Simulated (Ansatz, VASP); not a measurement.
Given: the input of a run of Ansatz 0.2.0 on Rh.

The input input.yaml:

```yaml
crystal:
  lattice:
    - [-0.039334, 1.883095, 1.962463]
    - [1.901927, 0.032811, 1.890318]
    - [1.924652, 1.833675, 0.010086]
  atoms:
    - { symbol: Rh, position: [0.004767, 0.003501, -0.00582] }
hamiltonian:
  xc: pbesol
  pseudopotentials: { kind: paw }
kpoints:
  mp_grid: { grid: [12, 12, 12] }
scf:
  occupations: { method: fermi_dirac, width: 0.05 }
output:
  forces: true
  stress: true
  eigenvalues: true
```

Potentials or basis: Ansatz PAW.

Command:

```console
$ ansatz run input.yaml --threads 1 --pin off --max-ram 3584MiB --backend cpu --events-out ev --progress --plain --runs-dir out
```

Question: Translate it to VASP 6.6.1. Potentials there: VASP PAW PBE potentials, release 64 (Rh_pv).

Answer: As run (the cutoff follows the program's own potentials):

Contents of INCAR:

```
SYSTEM = Rh
  PREC = Accurate
  ENCUT = 520
  EDIFF = 1E-7
  ISMEAR = -1
  SIGMA = 0.05
  LREAL = .False.
  LASPH = .True.
  NELM = 100
  ALGO = Normal
  ISIF = 2
  LWAVE = .False.
  LCHARG = .False.
  GGA = PS
  NBANDS = 14
```

File KPOINTS:

```
Automatic mesh
0
Gamma
  12 12 12
  0 0 0
```

Contents of POSCAR:

```
Rh
1.0
   -0.0393340000      1.8830950000      1.9624630000
    1.9019270000      0.0328110000      1.8903180000
    1.9246520000      1.8336750000      0.0100860000
Rh
1
Direct
    0.0047670000      0.0035010000     -0.0058200000
```

Potentials or basis: VASP PAW PBE potentials, release 64 (Rh_pv).

Command:

```console
$ cat potpaw_PBE.64/Rh_pv/POTCAR > POTCAR
$ mpirun -np 1 vasp_std > vasp.out
```

Both were run:

|  | VASP | Ansatz | Ansatz less VASP |
| --- | --- | --- | --- |
| gap on the k mesh at the Fermi level (eV) | none | none | - |
| pressure (GPa) | -2.5 | -2.5 | +0.08 |
| largest component of the traceless stress (GPa) | 9.95 | 9.97 | +0.018 |

A gap of «none» marks a metal or a gap that the smearing closes. The two sets of potentials don't hold the same shells in valence.

Caveats: the PAW data sets were made with another functional, which shifts forces and pressure a little (VASP); the PAW data sets come from PBE, with cores solved anew for the run's functional, which leaves a small shift of forces and pressure (Ansatz).
